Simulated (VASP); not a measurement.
PbS: relaxation of cell and atoms with PBEsol

PbS:

```
Pb S
1.0
     0.00000    2.98809    2.98809
     2.98809    0.00000    2.98809
     2.98809    2.98809    0.00000
Pb S
1 1
Cartesian
  2.9881 2.9881 2.9881
  0.0000 0.0000 0.0000
```

The cell is a database's computed one.

```
Program                : VASP 6.6.1
Task                   : relaxation of cell and atoms
Functional             : PBEsol
Potentials or basis    : VASP PAW PBE potentials, release 64 (Pb_d, S)
Cutoff                 : 600 eV
k mesh                 : 4 × 4 × 4
Occupations            : gaussian, width 0.02 eV
Spin                   : no spin polarisation
Further INCAR settings : ALGO = Fast; EDIFF = 1e-07; IBRION = 2; EDIFFG = -0.005; NSW = 90; ISIF = 3
```

```json
{"Relaxed volume": "25.76 Å³/atom", "Relaxed cell": "a = 4.177 Å, b = 4.177 Å, c = 4.177 Å, α = 60.00°, β = 60.00°, γ = 60.00°", "Space group after relaxing (to 0.05 Å)": "Fm-3m (No. 225)", "Energy gained by relaxing": "5.8 meV/atom", "Ionic steps": "3", "Pressure after relaxing": "0.0 GPa", "Band gap on the k mesh": "0.21 eV, direct"}
```

Step by step:
```tsv
step	energy change (eV)	largest force (eV/Å)	pressure (GPa)	volume (Å³)
1	0.0000	0.0000	-1.96	53.36
2	-0.0101	0.0000	0.78	50.88
3	-0.0116	0.0000	0.00	51.52
```

Final structure:
```
CELL_PARAMETERS angstrom
0.00000 2.95332 2.95332
2.95332 0.00000 2.95332
2.95332 2.95332 0.00000
ATOMIC_POSITIONS crystal
Pb 0.50000 0.50000 0.50000
S 0.00000 0.00000 0.00000
```

Levels at points of the mesh, in eV from the valence-band top:
```
           k point  band 8  band 9  band 10  band 11  band 12  band 13
(0.00, 0.00, 0.00)   -2.25   -2.25    -2.25     5.18     5.18     5.18
(0.50, 0.00, 0.00)   -1.84   -1.84     0.00     0.21     1.85     1.85
(0.50, 0.50, 0.00)   -5.38   -3.56    -3.56     3.65     5.55     5.68
```

Wall time 27 s on 1 thread of Intel(R) Xeon(R) Platinum 8488C (Sapphire Rapids) (shared host), peak memory 0.21 GiB.

Caveat: the k mesh is coarse (spacing up to 0.46 Å⁻¹), so the values aren't converged; the PAW data sets were made with another functional, which shifts forces and pressure a little; spin-orbit coupling is left out, which as a rule narrows the gap of such compounds by several tenths of an eV. A k mesh can miss the band edges.
